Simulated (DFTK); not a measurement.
## CsPbCl3 under changes of volume

One of the cells (35.217 Å³/atom); the others are scaled copies at fixed shape and fractional positions:

```
Pb Cs Cl
1.0
     5.60500    0.00000    0.00000
     0.00000    5.60500    0.00000
     0.00000    0.00000    5.60500
Pb Cs Cl
1 1 3
Direct
  0.50000 0.50000 0.50000
  0.00000 0.00000 0.00000
  0.50000 0.00000 0.50000
  0.00000 0.50000 0.50000
  0.50000 0.50000 0.00000
```

| Quantity | Value |
| --- | --- |
| Program | DFTK 0.8.2 |
| Functional | PBEsol |
| Potentials or basis | dojo.nc.sr.pbesol.v0_4_1.standard.upf (PBEsol) |
| Cutoff | 925 eV |
| k mesh | 5 × 5 × 5 |
| Occupations | fermi-dirac, width 0.05 eV |
| Spin | no spin polarisation |

| volume (Å³/atom) | energy over the lowest point (meV/atom) | pressure (GPa) | gap on the mesh (eV) |
| --- | --- | --- | --- |
| 33.104 | 13.69 | 2.0 | 2.71 |
| 33.809 | 6.39 | 1.3 | 2.76 |
| 34.513 | 1.93 | 0.7 | 2.81 |
| 35.217 | 0.00 | 0.2 | 2.86 |
| 35.922 | 0.34 | -0.3 | 2.90 |
| 36.626 | ? | ? | ? |

Q: What does the run at 36.626 Å³/atom give?

A: Energy over the lowest point 2.70 meV/atom; pressure -0.8 GPa; gap on the mesh 2.94 eV.

Worked out: A Birch-Murnaghan fit of order 3 (a polynomial in V^(-2/3)) to the other rows has its minimum at 35.46 Å³/atom with B0 = V·E''(V) = 25 GPa and B' = 4.5. It gives 2.71 meV/atom at 36.626 Å³/atom, against the run's 2.70, and -dE/dV = -0.8 GPa, against -0.8. A straight line through the other rows of the gap, of slope 2.35 eV per unit of ln V (its deformation potential), extrapolates to 2.95 eV, against the run's 2.94.

Energies are extrapolated to zero smearing.

Caveats: spin-orbit coupling is left out, which as a rule narrows the gap of such compounds by several tenths of an eV; an odd mesh through Γ misses points on the zone boundary, where band edges often lie.
